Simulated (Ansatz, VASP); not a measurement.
## One calculation of Sb, two programs

```
Sb
1.0
     3.36900    0.00000    0.00000
    -1.68450    2.91764    0.00000
     0.00000    0.00000   30.99000
Sb
7
Direct
  0.66667 0.33333 0.24201
  0.33333 0.66667 0.32801
  0.66667 0.33333 0.41400
  0.33333 0.66667 0.50000
  0.66667 0.33333 0.58600
  0.33333 0.66667 0.67199
  0.66667 0.33333 0.75799
```

Alike in both runs: task single point; functional PBE; k mesh 9 × 9 × 1; occupations fermi-dirac, width 0.05 eV; no spin polarisation.

|  | VASP | Ansatz |
| --- | --- | --- |
| version | VASP 6.6.1 | Ansatz 0.2.0 |
| potentials or method | VASP PAW PBE potentials, release 64 (Sb) | Ansatz PAW |
| plane-wave cutoff (eV) | 520 | 420 |
| valence electrons in the cell | 35 | 105 |

|  | VASP | Ansatz | Ansatz less VASP |
| --- | --- | --- | --- |
| gap on the k mesh at the Fermi level (eV) | none | none | - |
| rms of the force components (eV/Å) | 0.128 | 0.127 | -0.0008 |
| work function, face that differs most (eV) | 4.14 | 4.13 | -0.001 |

Atom by atom the forces differ by 0.002 eV/Å (rms over components). A gap of «none» marks a metal or a gap that the smearing closes. With one functional, cell and mesh, what is left measures potentials, basis and numerics. The two sets of potentials don't hold the same shells in valence.

Spin-orbit coupling is left out, which matters for the levels of Sb.
